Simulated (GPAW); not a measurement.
CsBr:

```
CELL_PARAMETERS angstrom
4.32562 0.00000 0.00000
0.00000 4.32562 0.00000
0.00000 0.00000 4.32562
ATOMIC_POSITIONS crystal
Cs 0.00000 0.00000 0.00000
Br 0.50000 0.50000 0.50000
```

The cell comes from a database or a generator and needn't be the stable form of this composition.

Base run:

```yaml
Program: GPAW 26.7.0
Functional: PBEsol
Potentials_or_basis: PAW data sets generated in the run's folder for this functional
Cutoff: 600 eV
Basis: pw
k_mesh: 6 × 6 × 6
Occupations: fermi-dirac, width 0.05 eV
Spin: spin-orbit coupling, no magnetisation
```

Its results: band gap on the k mesh 4.05 eV, direct; pressure -0.7 GPa.

Problem. The run is repeated on the same cell with these changes: spin from spin-orbit coupling, no magnetisation to no spin polarisation. What comes out?

Solution. Band gap on the k mesh 4.23 eV, indirect (least direct gap 4.24 eV); pressure -0.7 GPa.

Spin-orbit coupling splits the band edges, which narrows the gap.

Caveats: spin-orbit coupling was added after a scalar SCF, so levels and gaps hold it while energy, forces, pressure and moments don't (some runs); this program's spin-orbit splittings come out too wide for heavy elements (some runs); spin-orbit coupling is left out, which moves the levels of the heavy elements (some runs).
